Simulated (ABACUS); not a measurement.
Runs of ABACUS 3.10.1 on NaCl. Symmetry: Fm-3m, No. 225, cubic system. Conventional cell: a = 5.588 Å, b = 5.588 Å, c = 5.588 Å, α = 90.00°, β = 90.00°, γ = 90.00°. Around Cl (site symmetry m-3m) lie 6 Na at 2.79 Å. Na (site symmetry m-3m) is surrounded by 6 Cl at 2.79 Å. The cell is a database's computed one.

| task | level | potentials or basis | cell | k mesh | cutoff (eV) | max steps of the relaxation | force threshold | optimiser | stress threshold | SCF threshold on the density | gap on the mesh (eV) | pressure (GPa) | relaxed volume (Å³/atom) |
| --- | --- | --- | --- | --- | --- | --- | --- | --- | --- | --- | --- | --- | --- |
| relaxation of cell and atoms | SCAN | SG15 ONCV 1.2 PBE, DZP LCAO (the cutoffs set its grid) | relaxed | 6 × 6 × 6 | 1361 | 60 | 0.01 eV/Å | cg | 0.5 kbar | 1e-07 | - | 0.0 | 22.04 |
| single point | PBEsol | PseudoDojo NC SR 0.5 PBE stringent, DZP LCAO (the cutoffs set its grid) | as given | 7 × 7 × 7 | 1361 | - | - | - | - | 1e-07 | (a) | 0.3 | - |
| single point | SCAN | SG15 ONCV 1.2 PBE, DZP LCAO (the cutoffs set its grid) | as given | 6 × 6 × 6 | 1361 | - | - | - | - | 1e-07 | 5.92 | 0.3 | - |
| relaxation of cell and atoms | PBEsol | PseudoDojo NC SR 0.5 PBE stringent, DZP LCAO (the cutoffs set its grid) | relaxed | 7 × 7 × 7 | 1361 | 60 | 0.02 eV/Å | cg | 0.5 kbar | 1e-07 | - | 0.0 | 22.06 |
| single point | MS2 | SG15 ONCV 1.2 PBE, plane waves | as given | 5 × 5 × 5 | 1401 | - | - | - | - | 1e-08 | 6.22 | 104.5 | - |

Alike in all rows: no spin polarisation; smearing fermi-dirac 0.05 eV.

**Question.** Estimate the missing entries.

**Answer.** (a) 5.24.

Caveats: the potentials were made for another functional, which shifts forces and pressure; the atomic orbitals were generated for these runs and aren't a published set (some runs); the basis of atomic orbitals isn't converged, which shifts pressures, moduli and gaps (some runs); a pressure of tens of GPa on the cell as given is suspect, and the run, the potentials or the cell itself is likely at fault (some runs).

